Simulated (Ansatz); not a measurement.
This Ansatz input for CsI (CsCl-type structure) was spoiled on purpose:

```yaml
crystal:
  lattice:
    - [4.6675714917, 0.0, 0.0]
    - [0.0, 4.6675714917, 0.0]
    - [0.0, 0.0, 4.6675714917]
  atoms:
    - { symbol: Cs, position: [0.0, 0.0, 0.0] }
    - { symbol: I, position: [0.5, 0.5, 0.5] }
basis:
  ecutwfc: 420
  ecutrho_ratio: 4
kpoints:
  mp_grid: { grid: [1, 1, 1] }
hamiltonian:
  xc: pbe
scf:
  occupations: { method: gaussian, width: 0.05 }
  max_iter: 50
output:
  forces: true
  stress: true
magnetization:
  noncollinear: true
  spin_orbit: true
```

Launched as:
```sh
ansatz run input.yaml --threads 4 --pin off --max-ram 7168MiB --backend cpu --events-out ev --progress --plain --runs-dir out
```

Problem. What is wrong with it?

Solution. One k-point for a small cell. Against the sound input: kpoints.mp_grid.grid: [6, 6, 6] → [1, 1, 1] (the cap on iterations is only a precaution).

What the program printed:

```
SCF iter   1: F=—  HF=-13190.829430 eV  |F-HF|=—  |Δ(HF+E_count)|=         —  Δρ=2.86e-2  dr2=1.34e0  dr2_m=0.00e0 (ungated)  |M|=0.00e0 ∫|m|=0.00e0 μB
SCF iter   2: F=—  HF=-13190.579229 eV  |F-HF|=—  |Δ(HF+E_count)|=   2.50e-1  Δρ=1.99e-2  dr2=6.90e-1  dr2_m=0.00e0 (ungated)  |M|=0.00e0 ∫|m|=0.00e0 μB
SCF iter   3: F=—  HF=-13190.455826 eV  |F-HF|=—  |Δ(HF+E_count)|=   1.23e-1  Δρ=4.07e-3  dr2=2.38e-2  dr2_m=0.00e0 (ungated)  |M|=0.00e0 ∫|m|=0.00e0 μB
SCF iter   4: F=—  HF=-13190.462555 eV  |F-HF|=—  |Δ(HF+E_count)|=   6.73e-3  Δρ=1.04e-3  dr2=2.07e-3  dr2_m=0.00e0 (ungated)  |M|=0.00e0 ∫|m|=0.00e0 μB
SCF iter   5: F=—  HF=-13190.462295 eV  |F-HF|=—  |Δ(HF+E_count)|=   2.60e-4  Δρ=2.96e-4  dr2=1.07e-4  dr2_m=0.00e0 (ungated)  |M|=0.00e0 ∫|m|=0.00e0 μB
SCF iter   6: F=—  HF=-13190.462289 eV  |F-HF|=—  |Δ(HF+E_count)|=   6.05e-6  Δρ=3.36e-5  dr2=2.13e-6  dr2_m=0.00e0 (ungated)  |M|=0.00e0 ∫|m|=0.00e0 μB
SCF iter   7: F=—  HF=-13190.462293 eV  |F-HF|=—  |Δ(HF+E_count)|=   4.45e-6  Δρ=8.94e-6  dr2=1.53e-7  dr2_m=0.00e0 (ungated)  |M|=0.00e0 ∫|m|=0.00e0 μB
SCF iter   8: F=-13190.462293 eV  HF=-13190.462293 eV  |F-HF|=1.36e-9  |Δ(HF+E_count)|=   3.14e-8  Δρ=1.54e-6  dr2=3.08e-9  dr2_m=0.00e0 (ungated)  |M|=0.00e0 ∫|m|=0.00e0 μB
```

```
SCF 1 converged in 8 iterations: F = -13190.462293 eV  dr2 = 3.08e-9
SCF converged after 8 iterations
Magnetization: |M| = 0.0000 μB,  M = (+0.0000, +0.0000, +0.0000) μB
Absolute magnetization: 0.0000 μB (∫|m|)
  site 0: m = (+0.0000, +0.0000, +0.0000) μB, |m| = 0.0000 μB  (R = 1.67 Å)
  site 1: m = (+0.0000, +0.0000, +0.0000) μB, |m| = 0.0000 μB  (R = 1.67 Å)
Free energy (F): -13190.462293 eV
E sigma→0 (E₀):  -13190.462293 eV
Fermi energy:    5.864571 eV
--- Forces (eV/Å), atoms counted from 1 ---
  atom   1  Cs     0.00000000     0.00000000     0.00000000
  atom   2  I      0.00000000     0.00000000     0.00000000
--- Stress (GPa, compression-positive) ---
       11.086111       0.000000       0.000000
        0.000000      11.086111       0.000000
        0.000000       0.000000      11.086111
  P = ⅓ Tr σ = 11.0861 GPa (110.861 kbar)
```

The run converged all the same; its pressure of 11 GPa shows the fault against the sound run's. Its energy lies 1791 meV/atom from the sound one. It ran for 0.65 s on 4 threads of Arm Neoverse V2 (shared host), peak memory 0.42 GiB. The run before the change (PBE with spin–orbit coupling, 420 eV, 6×6×6 mesh) gave:

```tsv
run	P (GPa)	gap on the mesh (eV)	cell moment (μB)	largest force component (eV/Å)
sound	0.0	3.46	0.00 (no moment typed)	0.000
spoiled	11.1	3.06	0.00 (no moment typed)	0.000
```

The start was a prototype's sites filled with these elements; the Crystallography Open Database holds the compound in this structure.

Of that run: Semilocal functionals underestimate band gaps, commonly by a third or more.
